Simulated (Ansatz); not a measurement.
Sb in Ansatz: the effect of functional

The system is Sb.

```
Sb
1.0
     3.16000    0.00000    0.00000
     0.00000    3.16000    0.00000
     0.00000    0.00000    3.16000
Sb
1
Direct
  0.00000 0.00000 0.00000
```

This isn't the form of Sb at room conditions, which is rhombohedral.

Alike in all runs:

| Item | Value |
| --- | --- |
| Program | Ansatz 0.2.0 |
| Potentials or basis | Ansatz PAW |
| k mesh | 5 × 5 × 5 |
| Occupations | fermi-dirac, width 0.05 eV |
| Spin | no spin polarisation |

```csv
functional,cutoff,pressure (GPa)
LDA,420 eV (not typed: the program's choice for these potentials),-5.8
PBEsol,420 eV (not typed: the program's choice for these potentials),-4.8
r2SCAN,500 eV (not typed: the program's choice for these potentials),?
HSE06,420 eV (not typed: the program's choice for these potentials),-4.4
PBE0,420 eV (not typed: the program's choice for these potentials),-4.5
r2SCAN0,500 eV (not typed: the program's choice for these potentials),-4.9
```

Question: What does the run with functional r2SCAN give?

Answer: Pressure -3.5 GPa.

Caveats: all runs use coarse meshes; the PAW data sets come from PBE, with cores solved anew for the run's functional, which leaves a small shift of forces and pressure; the thresholds are loose for stress (some runs).
